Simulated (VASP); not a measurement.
**TiTe2 (k07): single point with PBE+D3(BJ)**

TiTe2 (k07):

```
CELL_PARAMETERS angstrom
3.69807 0.00000 0.00000
-1.84904 3.20262 0.00000
0.00000 0.00000 6.38714
ATOMIC_POSITIONS crystal
Ti 0.00000 0.00000 0.00000
Te 0.66667 0.33333 0.27116
Te 0.33333 0.66667 0.72884
```

The cell isn't the ideal one: cell and atoms relaxed tightly for response.

* Program: VASP 6.6.1
* Task: single point
* Functional: PBE
* Dispersion: D3(BJ)
* Potentials or basis: VASP PAW PBE potentials, release 64 (Ti_sv, Te)
* Cutoff: 520 eV
* k mesh: 18 × 18 × 10
* Occupations: fermi-dirac, width 0.15 eV
* Spin: no spin polarisation
* Dipole correction: no
* Further INCAR settings: ALGO = Fast; EDIFF = 1e-06; NBANDS = 19

```yaml
Pressure: -0.1 GPa
Largest_force: 0.011 eV/Å
Band_gap_on_the_k_mesh: none (metal or under the smearing width)
Dispersion_energy_per_atom: -0.522 eV
```

Forces on the atoms (eV/Å):
```
Ti   0.000  0.000  0.000
Te   0.000  0.000  0.011
Te   0.000  0.000 -0.011
```

Levels at points of the mesh, in eV from the Fermi level:
| k point | band 9 | band 10 | band 11 | band 12 | band 13 | band 14 | band 15 | band 16 |
| --- | --- | --- | --- | --- | --- | --- | --- | --- |
| (0.00, 0.00, 0.00) | -1.58 | 0.28 | 0.48 | 0.48 | 0.72 | 1.29 | 1.29 | 3.12 |
| (0.50, 0.00, 0.00) | -2.92 | -2.50 | -1.69 | -1.15 | -0.01 | 1.32 | 1.68 | 2.45 |
| (0.00, 0.00, 0.50) | -1.48 | -1.48 | 0.47 | 0.47 | 0.87 | 0.87 | 1.12 | 3.69 |
| (0.50, 0.00, 0.50) | -2.56 | -2.06 | -0.91 | -0.44 | -0.36 | 1.32 | 1.67 | 2.61 |

It took 7.5 min on 1 thread of Intel(R) Xeon(R) 6975P-C (Granite Rapids), with other jobs on the host, peak memory 0.56 GiB.

Spin-orbit coupling is left out, which matters for the levels of Te.
